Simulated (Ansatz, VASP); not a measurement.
## One calculation of AlRu, two programs

INCAR

```
SYSTEM = AlRu
PREC = Accurate
ENCUT = 520
EDIFF = 1E-6
ISMEAR = 0
SIGMA = 0.15
LREAL = .False.
LASPH = .True.
NELM = 100
ALGO = Fast
ISIF = 2
LWAVE = .False.
LCHARG = .True.
GGA = PE
LELF = .True.
LVHAR = .True.
NBANDS = 16
```

File KPOINTS:

```
Automatic mesh
0
Gamma
  16 16 16
  0 0 0
```

File POSCAR:

```
AlRu
1.0
    2.8420200000      0.0000000000      0.0000000000
    0.0000000000      2.8420200000      0.0000000000
    0.0000000000      0.0000000000      2.9168100000
Al Ru
1 1
Direct
    0.0000000000      0.0000000000      0.0000000000
    0.5000000000      0.5000000000      0.5000000000
```

Input for Ansatz:

```yaml
crystal:
  lattice:
    - [2.84202, 0.0, 0.0]
    - [0.0, 2.84202, 0.0]
    - [0.0, 0.0, 2.91681]
  atoms:
    - { symbol: Al, position: [0.0, 0.0, 0.0] }
    - { symbol: Ru, position: [0.5, 0.5, 0.5] }
basis:
  ecutwfc: 420
kpoints:
  mp_grid: { grid: [16, 16, 16] }
hamiltonian:
  xc: pbe
scf:
  occupations: { method: gaussian, width: 0.15 }
output:
  forces: true
  stress: true
  eigenvalues: true
  write_density: true
  write_potential: true
  elf: true
  volumetric_format: npy
```

Change from the starting cell: strain -0.050 along x and y, -0.025 along z, atoms carried along.

Alike in both runs: task single point; functional PBE; k mesh 16 × 16 × 16; occupations gaussian, width 0.15 eV; no spin polarisation.

```csv
,VASP,Ansatz
version,VASP 6.6.1,Ansatz 0.2.0
potentials or method,"VASP PAW PBE potentials, release 64 (Al, Ru_pv)","scalar-relativistic, plane waves, PAW"
plane-wave cutoff (eV),520,420
valence electrons in the cell,17,19
```

|  | VASP | Ansatz | Ansatz less VASP |
| --- | --- | --- | --- |
| gap on the k mesh at the Fermi level (eV) | none | none | - |
| pressure (GPa) | 38.9 | 38.9 | +0.03 |
| largest component of the traceless stress (GPa) | 4.19 | 4.17 | -0.015 |

A gap of «none» marks a metal or a gap that the smearing closes. The two sets of potentials don't hold the same shells in valence.

Caveats: so large a pressure means that the cell lies far from this level's equilibrium, or that cutoff or potentials fall short (VASP).
